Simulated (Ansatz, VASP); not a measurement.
# Two plane-wave programs on Si

```xyz
2
Lattice="2.6846 0.0000 0.0000 -1.3423 2.3250 0.0000 0.0000 0.0000 4.6020" Properties=species:S:1:pos:R:3 pbc="T T T"
Si    0.0000    1.5500    1.1505
Si    1.3423    0.7750    3.4515
```

Alike in both runs: functional PBE; k mesh 18 × 18 × 10; occupations gaussian, width 0.1 eV; no spin polarisation.

Ansatz relaxed the structure, and its values are those at the end. VASP's run is a single point on that final structure, the one shown.

|  | VASP | Ansatz |
| --- | --- | --- |
| version | VASP 6.6.1 | Ansatz 0.2.0 |
| potentials or method | VASP PAW PBE potentials, release 64 (Si) | scalar-relativistic, plane waves, PAW |
| plane-wave cutoff (eV) | 520 | 420 |
| valence electrons in the cell | 8 | 8 |

```csv
,VASP,Ansatz,Ansatz less VASP
gap on the k mesh at the Fermi level (eV),none,none,-
pressure (GPa),0.0,0.0,+0.03
```

A gap of «none» marks a metal or a gap that the smearing closes. With one functional, cell and mesh, what is left measures potentials, basis and numerics.
